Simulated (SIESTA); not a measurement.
The system is Al.

```
CELL_PARAMETERS angstrom
0.00000 2.02481 2.02481
2.02481 0.00000 2.02481
2.02481 2.02481 0.00000
ATOMIC_POSITIONS crystal
Al 0.00000 0.00000 0.00000
```

Base run:

```yaml
Program: SIESTA 5.4.2
Functional: PBE
Potentials_or_basis: PseudoDojo 0.4 standard (PBE files)
Basis: SZ (energy shift 0.002 Ry; radii capped at 9.5 bohr)
Grid_cutoff: 500 Ry
Energy_shift: 0.002 Ry
k_mesh: 11 × 11 × 11
Occupations: fermi-dirac, width 0.05 eV
Spin: no spin polarisation
```

Its results: band gap on the k mesh none (metal or under the smearing width); pressure 14.4 GPa.

Question: After a change of settings the same cell gave: band gap on the k mesh none (metal or under the smearing width); pressure -0.3 GPa. Which change was it?
A. basis from SZ (energy shift 0.002 Ry; radii capped at 9.5 bohr) to SZ (energy shift 0.01 Ry); energy shift from 0.002 Ry to 0.01 Ry
B. basis from SZ (energy shift 0.002 Ry; radii capped at 9.5 bohr) to DZ (energy shift 0.002 Ry; radii capped at 9.5 bohr)
C. basis from SZ (energy shift 0.002 Ry; radii capped at 9.5 bohr) to DZP (energy shift 0.002 Ry; radii capped at 9.5 bohr)
D. functional from PBE to VV10

Answer: C.

Caveats: the basis of atomic orbitals isn't converged, which shifts pressures, moduli and gaps; the basis has no polarisation orbitals (some runs).

Not every run made on this cell is shown here.
